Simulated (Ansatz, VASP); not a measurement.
# SnGe31 (random alloy of the diamond Ge-Sn line, x = 0.0312): VASP beside Ansatz, part 2 of 2

One calculation is typed for both programs; each brings its own data sets. How far apart do they land? Of the first pair: The structure shown is the start of the Ansatz relaxation below; VASP solves that cell, so the two are compared at the walk's first step.

VASP 6.6.1 and Ansatz 0.2.0.

So far: The starting structure; Ansatz: relaxation, RPBE.

### 3. VASP: single point, RPBE, start cell, pair 1

Level of this step: RPBE; plane waves and PAW (Ge_d, Sn_d) (VASP).

The same cell, functional, mesh and smearing now go to VASP, with its own data sets.

Lines of VASP's logs that name or quote its potential files are left out, and so is its time.

Input file INCAR:

```
SYSTEM = SnGe31
PREC = Accurate
ENCUT = 410
EDIFF = 1E-06
NELM = 120
ISMEAR = -1
SIGMA = 0.025
LREAL = Auto
ALGO = Normal
GGA = RP
NBANDS = 520
LORBIT = 11
LWAVE = .FALSE.
LCHARG = .FALSE.
ISIF = 2
LASPH = .TRUE.
GGA_COMPAT = .FALSE.
EFERMI = MIDGAP
NCORE = 2
```

Input file POSCAR:

```
SnGe31
1.0
   11.5751800000      0.0000000000      0.0000000000
    0.0000000000     11.5751800000      0.0000000000
    0.0000000000      0.0000000000     11.5751800000
Ge Sn
62 2
Direct
    0.0028077317      0.9989391094      0.9990859753
    0.1231514326      0.1265034323      0.1210175565
    0.0030064327      0.2486786383      0.2505533391
    0.1245682573      0.3775319261      0.3714413080
    0.2494388856      0.9993365114      0.2519615246
    0.3731000295      0.1246978449      0.3734801532
    0.2500695454      0.2510112154      0.9981011094
    0.3769790189      0.3765643385      0.1258727726
    0.0015636906      0.9988181609      0.4997935237
    0.1233760512      0.1245423397      0.6259168324
    0.9988008826      0.2493092980      0.7488090898
    0.1235401955      0.3738429986      0.8749842335
    0.2480738960      0.0004060412      0.7528695018
    0.3762792458      0.1246719273      0.8734723780
    0.2487131950      0.2529204729      0.5000872557
    0.3739034728      0.3753289366      0.6286295332
    0.0002073402      0.5010721216      0.0005183505
    0.1243868346      0.6230313481      0.1244041129
    0.1266071024      0.8754939448      0.3765297818
    0.2486959166      0.5021606575      0.2508902669
    0.3744822975      0.6258390798      0.3748710603
    0.2519615246      0.7526276049      0.0037839584
    0.3725903182      0.8724961512      0.1241276594
    0.0002764536      0.5015127195      0.5005537711
    0.1215099895      0.6244740903      0.6264265437
    0.0003974020      0.7513230896      0.7496211722
    0.1246460098      0.8753211613      0.8757099242
    0.2503373598      0.5002082041      0.7488436465
    0.3756485860      0.6252084201      0.8769539653
    0.2520738338      0.7503209453      0.4993529258
    0.3739034728      0.8757272025      0.6251306675
    0.4994134001      0.0000777526      0.9989304702
    0.6262105643      0.1242313294      0.1271168137
    0.5007006371      0.2510284937      0.2481084527
    0.6252861727      0.3762792458      0.3733505656
    0.7495434196      0.0000604742      0.2476332981
    0.8755371407      0.1264602365      0.3735060707
    0.7506060381      0.2477283291      0.9999326144
    0.8722110585      0.3769358230      0.1257086283
    0.4999576680      0.9986626558      0.5022038534
    0.6283962755      0.1217864431      0.6271435952
    0.5028085956      0.2505792567      0.7479278940
    0.6264870179      0.3746896377      0.8739561717
    0.7478674198      0.0009503092      0.7513662854
    0.8739216150      0.1258986901      0.8730231409
    0.7513922030      0.2500781845      0.4996812145
    0.8748200892      0.3765038643      0.6262969561
    0.5009079772      0.5002427608      0.0001295876
    0.4994565959      0.7457940179      0.2517887411
    0.6287763992      0.8757617592      0.3748278644
    0.7497593990      0.4997935237      0.2500263495
    0.8730576976      0.6241112449      0.3732814522
    0.7504332546      0.7494915846      0.0008639175
    0.8746991407      0.8767034292      0.1253717005
    0.5037934615      0.4967179776      0.4988777712
    0.6265561313      0.6293725022      0.6245691212
    0.5000786165      0.7496125330      0.7522993163
    0.6245000078      0.8761764396      0.8744486047
    0.7477983064      0.5005364927      0.7508738525
    0.8772304189      0.6248110181      0.8739302542
    0.7509688834      0.7504159763      0.5004760185
    0.8748719242      0.8769971612      0.6256403788
    0.9996388825      0.7510120793      0.2514518133
    0.6260723375      0.6253984819      0.1261837829
```

Input file KPOINTS:

```
Automatic mesh
0
Gamma
1 1 1
0 0 0
```

Potentials, in the order of the species: Ge_d and Sn_d (PBE family, release 64).

Started as:

```console
> mpirun -np 8 vasp_gam
```

Numbers of over 12 decimals in the logs are rounded to 6 here.

Output:

```text
[banner, memory and clock lines left out]
running    8 mpi-ranks, on    1 nodes
[...]
|                                                                             |
|               ----> ADVICE to this user running VASP <----                  |
|                                                                             |
|     You enforced a specific xc type in the INCAR file but a different       |
|     [... a line on the potential file left out ...]
|     I HOPE YOU KNOW WHAT YOU ARE DOING!                                     |
|                                                                             |

 LDA part: xc-table for (Slater+PW92), standard interpolation
 POSCAR, INCAR and KPOINTS ok, starting setup
[...]
entering main loop
       N       E                     dE             d eps       ncg     rms          rms(c)
DAV:   1     0.167899350923E+05    0.16790E+05   -0.32867E+05  1120   0.476E+03
DAV:   2     0.395081173236E+04   -0.12839E+05   -0.12378E+05  1040   0.108E+03
DAV:   3     0.516687863433E+03   -0.34341E+04   -0.32939E+04  1040   0.304E+02
DAV:   4    -0.182858219489E+03   -0.69955E+03   -0.64087E+03  1168   0.127E+02
[...]
DAV:  19    -0.256646191497E+03   -0.31531E-06   -0.16342E-05   976   0.314E-02    0.265E-03
DAV:  20    -0.256646191859E+03   -0.36185E-06   -0.11088E-05   952   0.119E-02    0.282E-03
DAV:  21    -0.256646191253E+03    0.60539E-06   -0.23160E-06   720   0.117E-02
   1 F= -.25664619E+03 E0= -.25657125E+03  d E =-.149877E+00
```

From OUTCAR (step 3):

```text
  Total       32.2633809     31.8883491     32.0430825      0.7594808      2.5011100     -2.1732138
  in kB       33.3301446     32.9427126     33.1025622      0.7845924      2.5838072     -2.2450695
  external PRESSURE =      33.1251398 kB  Pullay stress =       0.0000000 kB

 POSITION                                       TOTAL-FORCE (eV/Angst)
 -----------------------------------------------------------------------------------
      0.03250     11.56290     11.56460        -0.432349      0.117039     -0.009402
      1.42550      1.46430      1.40080         0.311609     -0.078819      0.277218
      0.03480      2.87850      2.90020        -0.284732      0.174791     -0.234507
      1.44190      4.37000      4.29950        -0.052946     -0.043403      0.365198
      2.88730     11.56750      2.91650        -0.034930      0.055508     -0.428602
      4.31870      1.44340      4.32310         0.195884      0.289926      0.234789
      2.89460      2.90550     11.55320         0.282816     -0.110670      0.171683
      4.36360      4.35880      1.45700        -0.393818      0.049578     -0.158755
      0.01810     11.56150      5.78520        -0.136762      0.153902      0.050079
      1.42810      1.44160      7.24510         0.111668      0.166023     -0.190269
     11.56130      2.88580      8.66760         0.098602      0.039910      0.115449
      1.43000      4.32730     10.12810        -0.061633      0.224216     -0.166095
      2.87150      0.00470      8.71460         0.213113     -0.053927     -0.212492
      4.35550      1.44310     10.11060        -0.077473      0.253163     -0.023333
[...]
-----------------------------------------------------------------------------------
    total drift:                               -0.006219      0.013857     -0.002655

  FREE ENERGIE OF THE ION-ELECTRON SYSTEM (eV)
  ---------------------------------------------------
  free  energy   TOTEN  =      -256.6461912532 eV

  energy  without entropy=     -256.4963143202  energy(sigma->0) =     -256.57125279

[... 2 further parts left out ...]
```

The run ends at a pressure of 3.31 GPa, with forces up to 1.7 eV/Å.

### 4. Comparison

Known differences besides the potentials themselves: the cutoff is 420 eV in Ansatz and 410 eV in VASP (PREC = Accurate, projectors in real space); Ansatz makes its cores anew for this functional, VASP keeps those of its PBE data sets. Total energies have different zeros and are not compared.

Forces on 10 of the 64 atoms, those with the largest forces and the largest differences (eV/Å; atoms numbered as in POSCAR):

```csv
atom,"Ansatz x, y, z","VASP x, y, z"
Ge18,"0.715, -0.274, -0.696","0.715, -0.278, -0.700"
Ge19,"0.599, 0.707, 0.694","0.604, 0.709, 0.696"
Ge23,"0.472, 0.505, 0.450","0.468, 0.503, 0.444"
Ge48,"-0.575, -0.922, -0.777","-0.576, -0.923, -0.777"
Ge49,"-0.651, 1.317, 0.798","-0.654, 1.318, 0.801"
Ge51,"0.858, -0.882, 0.887","0.859, -0.884, 0.892"
Ge52,"-0.724, -0.645, 1.020","-0.724, -0.647, 1.019"
Ge53,"1.002, 0.897, -0.998","1.003, 0.898, -0.996"
Ge54,"-0.697, 0.739, -0.980","-0.698, 0.741, -0.982"
Ge56,"-0.322, -0.333, -0.015","-0.318, -0.336, -0.018"
```

The forces differ by 1.9 meV/Å r.m.s., which is 0.5 % of the r.m.s. force of 0.361 eV/Å (both taken over all components).

### 5. Ansatz: relaxation, RPBE

This run makes the geometry at which the two programs are then compared. The cell compared in this pair holds 1648.41 Å³, against 1550.90 Å³ for the pair before.

The structure compared here is the end of the Ansatz relaxation.

This is the run of step 2 again, met here at its other cell.

### 6. VASP: single point, RPBE, relaxed cell, pair 2

The same cell, functional, mesh and smearing now go to VASP, with its own data sets.

INCAR, as its differences from that of step 3:

```diff
@@ -2,3 +2,3 @@
 PREC = Accurate
-ENCUT = 410
+ENCUT = 500
 EDIFF = 1E-06
```

Input file POSCAR:

```
SnGe31
1.0
   11.7576620000      0.0567140000     -0.1333900000
    0.0567140000     11.8095130000      0.1654500000
   -0.1333900000      0.1654500000     11.8758350000
Ge Sn
62 2
Direct
    0.0030900000      0.0012700000      0.9981800000
    0.1228300000      0.1271200000      0.1248000000
    0.0033200000      0.2476200000      0.2508000000
    0.1230900000      0.3767600000      0.3743100000
    0.2528600000      0.0012600000      0.2504700000
    0.3736900000      0.1278100000      0.3751300000
    0.2516100000      0.2476600000      0.0000100000
    0.3723600000      0.3742500000      0.1246800000
    0.0024400000      0.0011000000      0.5024600000
    0.1234100000      0.1279200000      0.6258400000
    0.0025600000      0.2485900000      0.7504400000
    0.1232200000      0.3756400000      0.8738100000
    0.2522000000      0.9989200000      0.7507500000
    0.3733300000      0.1264000000      0.8748300000
    0.2519900000      0.2490800000      0.5003200000
    0.3730600000      0.3765800000      0.6244400000
    0.0027700000      0.4968200000      0.9984000000
    0.1291100000      0.6205000000      0.1184500000
    0.1287100000      0.8833600000      0.3814200000
    0.2539700000      0.4971900000      0.2503400000
    0.3711800000      0.6272000000      0.3765300000
    0.2541300000      0.7482500000      0.9986500000
    0.3713300000      0.8783200000      0.1248800000
    0.0034400000      0.4963700000      0.5032000000
    0.1229700000      0.6270800000      0.6248000000
    0.0033100000      0.7491600000      0.7491800000
    0.1234100000      0.8764000000      0.8744700000
    0.2514200000      0.4982600000      0.7491900000
    0.3722900000      0.6264500000      0.8721700000
    0.2529900000      0.7490200000      0.5030000000
    0.3738200000      0.8772300000      0.6259900000
    0.5022000000      0.9986600000      0.0008400000
    0.6219500000      0.1278300000      0.1243100000
    0.5024300000      0.2483400000      0.2502900000
    0.6221700000      0.3741500000      0.3769300000
    0.7500700000      0.0008200000      0.2502400000
    0.8733700000      0.1270400000      0.3744800000
    0.7519300000      0.2484200000      0.0006900000
    0.8752000000      0.3746600000      0.1249400000
    0.5020400000      0.9997900000      0.5013100000
    0.6227100000      0.1268700000      0.6246400000
    0.5018900000      0.2475300000      0.7492700000
    0.6228500000      0.3743200000      0.8726800000
    0.7524700000      0.9997100000      0.7493200000
    0.8726000000      0.1279300000      0.8737600000
    0.7526900000      0.2475500000      0.5013800000
    0.8727700000      0.3757900000      0.6258500000
    0.4965700000      0.4920600000      0.9937100000
    0.4961800000      0.7549500000      0.2566900000
    0.6225200000      0.8786100000      0.3767500000
    0.7571200000      0.4903500000      0.2566900000
    0.8680700000      0.6202600000      0.3834200000
    0.7572400000      0.7552100000      0.9917300000
    0.8681300000      0.8851300000      0.1184900000
    0.5018900000      0.4990200000      0.5006900000
    0.6219700000      0.6263200000      0.6259500000
    0.5022900000      0.7483800000      0.7503300000
    0.6218400000      0.8790600000      0.8719400000
    0.7519400000      0.4987400000      0.7504400000
    0.8755400000      0.6270800000      0.8723600000
    0.7497900000      0.7484100000      0.5027900000
    0.8733200000      0.8767800000      0.6247400000
    0.0023400000      0.7482400000      0.2504300000
    0.6229300000      0.6272100000      0.1246700000
```

KPOINTS is that of step 3.

Started as:

```console
> mpirun -np 8 vasp_gam
```

Output:

```text
[banner, memory and clock lines left out]
running    8 mpi-ranks, on    1 nodes
[...]
[... a notice as in an earlier step ...]

 LDA part: xc-table for (Slater+PW92), standard interpolation
 POSCAR, INCAR and KPOINTS ok, starting setup
[...]
entering main loop
       N       E                     dE             d eps       ncg     rms          rms(c)
DAV:   1     0.183982578876E+05    0.18398E+05   -0.36398E+05  1120   0.516E+03
DAV:   2     0.442301106429E+04   -0.13975E+05   -0.13489E+05  1040   0.118E+03
DAV:   3     0.637519370009E+03   -0.37855E+04   -0.36432E+04  1040   0.326E+02
DAV:   4    -0.167936306116E+03   -0.80546E+03   -0.73439E+03  1176   0.137E+02
[...]
DAV:  16    -0.259167713944E+03   -0.97072E-05   -0.77554E-05  1232   0.898E-02    0.487E-03
DAV:  17    -0.259167727733E+03   -0.13789E-04   -0.10449E-04  1496   0.278E-02    0.399E-03
DAV:  18    -0.259167728706E+03   -0.97367E-06   -0.46453E-06  1016   0.160E-02
   1 F= -.25916773E+03 E0= -.25915639E+03  d E =-.226855E-01
```

OUTCAR, selected parts (step 6):

```text
  Total       -1.9007825     -2.0471432     -1.9212954      0.0106387     -0.0692769     -0.0407751
  in kB       -1.8474672     -1.9897226     -1.8674048      0.0103403     -0.0673338     -0.0396314
  external PRESSURE =      -1.9015315 kB  Pullay stress =       0.0000000 kB

 POSITION                                       TOTAL-FORCE (eV/Angst)
 -----------------------------------------------------------------------------------
     -0.09674      0.18032     11.85402        -0.002163     -0.004411      0.000460
      1.43476      1.52884      1.48675         0.002177      0.004041     -0.000042
      0.01962      2.96595      3.01899        -0.003928     -0.003170      0.000174
      1.41869      4.51826      4.49116         0.002989      0.003794     -0.000805
      2.93970      0.07066      2.94102        -0.001533     -0.005144      0.000072
      4.35093      1.59263      4.42628         0.002137      0.003520     -0.000769
      2.97239      2.93902      0.00753        -0.004949     -0.003242      0.000211
      4.38268      4.46146      1.49293         0.005350      0.002082      0.000789
     -0.03827      0.09626      5.96699        -0.002264     -0.003400      0.000587
      1.37479      1.62122      7.43708         0.004184      0.002797      0.000066
     -0.05590      3.06003      8.95289        -0.004226     -0.003746      0.000665
      1.35353      4.58769     10.42294         0.004516      0.004065     -0.000064
      2.92179     11.93527      9.04741        -0.003914     -0.003702      0.000249
      4.27996      1.65864     10.36045         0.003412      0.003226      0.000227
[...]
-----------------------------------------------------------------------------------
    total drift:                               -0.028121      0.018480     -0.001854

  FREE ENERGIE OF THE ION-ELECTRON SYSTEM (eV)
  ---------------------------------------------------
  free  energy   TOTEN  =      -259.1677287064 eV

  energy  without entropy=     -259.1450432256  energy(sigma->0) =     -259.15638597

[... 1 part as in an earlier step ...]

[... 1 further part left out ...]
```

The run ends at a pressure of -0.19 GPa, with forces up to 0.0096 eV/Å.

### 7. Side by side

What differs besides the data sets and the points named for the pairs above, as far as they apply: the cutoff is 420 eV in Ansatz and 500 eV in VASP (PREC = Accurate, projectors in real space). Total energies have different zeros and are not compared.

Both answers:

```csv
quantity,Ansatz,VASP,difference
pressure (GPa),0.01,-0.19,+0.20
gap on the k mesh (eV),0.137,0.140,-0.003
```

The largest component of a force difference here is 4 meV/Å. A gap on the mesh is an upper bound, since the band edges may lie between its points.

### 8. Results

- r.m.s. force difference (single point, RPBE, start cell, pair 1): 0.52 % of the r.m.s. force
- difference in gap on the k mesh (single point, RPBE, relaxed cell, pair 2): -0.0035 eV

In words: The r.m.s. force difference is 0.52 % of the r.m.s. force (single point, RPBE, start cell, pair 1), within the 3 % picked in this series as the mark of a large difference. How closely two codes agree says nothing of how well the functional describes the real material.

[Lines on the potential files, build, host, timing and source positions are cut from VASP's logs without a mark.]

[Logs are printed without paths, hosts, clocks, repeated set-up lines and the standing remarks that a program may print on its own settings, such as how far it seeks lower states.]

[Hosts, paths, dates, database ids (printed as entryN), source tags and the programs' standing remarks are cut or masked in the printed files.]
